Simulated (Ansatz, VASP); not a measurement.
Two plane-wave programs on Rh

```
CELL_PARAMETERS angstrom
2.56130 0.00000 0.00000
-1.28065 2.21815 0.00000
0.00000 0.00000 4.12175
ATOMIC_POSITIONS crystal
Rh 0.66667 0.33333 0.75000
Rh 0.33333 0.66667 0.25000
```

Change from the starting cell: equal strain along all axes, cell held, atoms relaxed: -6.0 %.

Alike in both runs: task single point; functional PBE; k mesh 18 × 18 × 10; occupations gaussian, width 0.1 eV; no spin polarisation.

|  | VASP | Ansatz |
| --- | --- | --- |
| version | VASP 6.6.1 | Ansatz 0.2.0 |
| potentials or method | VASP PAW PBE potentials, release 64 (Rh_pv) | scalar-relativistic, plane waves, PAW |
| plane-wave cutoff (eV) | 520 | 420 |
| valence electrons in the cell | 30 | 34 |

|  | VASP | Ansatz | Ansatz less VASP |
| --- | --- | --- | --- |
| gap on the k mesh at the Fermi level (eV) | none | none | - |
| pressure (GPa) | 76.1 | 76.0 | -0.11 |
| largest component of the traceless stress (GPa) | 1.59 | 1.55 | -0.044 |

A gap of «none» marks a metal or a gap that the smearing closes. The two sets of potentials don't hold the same shells in valence.

Caveats: the cell as given lies far from equilibrium; so large a pressure means that the cell lies far from this level's equilibrium, or that cutoff or potentials fall short (VASP).
